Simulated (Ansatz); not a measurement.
GeO₂ (P3_221), relaxed with LDA (Ansatz, a first-principles code, plane waves, PAW): a = b = 4.8895 Å, c = 5.6146 Å, α = β = 90.00°, γ = 120.00°.

* **gap (eV)**: 3.49
* **B₀ by P(V) fit (GPa)**: 39.0

Task: The same phase is relaxed and computed with HSE06 in the same code. What are the cell and these values now?

Result: a = b = 5.0639 Å, c = 5.6996 Å, α = β = 90.00°, γ = 120.00°.

* **gap (eV)**: 5.48
* **B₀ by P(V) fit (GPa)**: 37.7

All cells were relaxed under the symmetry of their starts (and spin orders); stability against distortions was not tested throughout. Scalar-relativistic: spin–orbit coupling is off unless named, which matters more the heavier the elements.

Potentials: the later of the program's two PAW sets.

Ansatz is a plane-wave DFT program.
